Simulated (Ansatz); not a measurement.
# Relaxing Al₂O₃

These are results of DFT PBE, scalar-relativistic, plane waves, PAW in Ansatz, not measurements. Cutoff 420 eV, Γ-centred k mesh, Gaussian smearing, no spin polarisation in the final step.

A relaxed cell is given with its space group left out.

```yaml
crystal:
  lattice:
    - [2.40428, 1.38811, 4.37494]
    - [-2.40428, 1.38811, 4.37494]
    - [0.00000, -2.77623, 4.37494]
  atoms:
    - { symbol: Al, position: [0.64788, 0.64788, 0.64788] }
    - { symbol: Al, position: [0.85212, 0.85212, 0.85212] }
    - { symbol: Al, position: [0.14788, 0.14788, 0.14788] }
    - { symbol: Al, position: [0.35212, 0.35212, 0.35212] }
    - { symbol: O, position: [0.44384, 0.05616, 0.75000] }
    - { symbol: O, position: [0.94384, 0.25000, 0.55616] }
    - { symbol: O, position: [0.05616, 0.75000, 0.44384] }
    - { symbol: O, position: [0.75000, 0.44384, 0.05616] }
    - { symbol: O, position: [0.25000, 0.55616, 0.94384] }
    - { symbol: O, position: [0.55616, 0.94384, 0.25000] }
```

Formation energies are uncorrected and refer to the elements' standard structures at the same level (O₂ as a molecule).

**Question.** What space group does it have?

**Answer.** R-3c (No. 167). Conventional cell: a = 4.809 Å, c = 13.125 Å. Al is coordinated by 3 O at 1.87 Å and 3 O at 1.99 Å; O has 2 Al at 1.87 Å and 2 Al at 1.99 Å.

**Question.** What is its formation energy per atom?

**Answer.** -2.978 eV/atom.

**Question.** Is it a metal?

**Answer.** No, the gap on the 6×6×6 mesh is 5.85 eV.

The final run used a 6×6×6 mesh on its 10-atom cell and 0.02 eV smearing.

Cost: 2 runs of about 0.43 core-minutes in all, on Intel Xeon Platinum 8375C (Ice Lake) (shared hosts).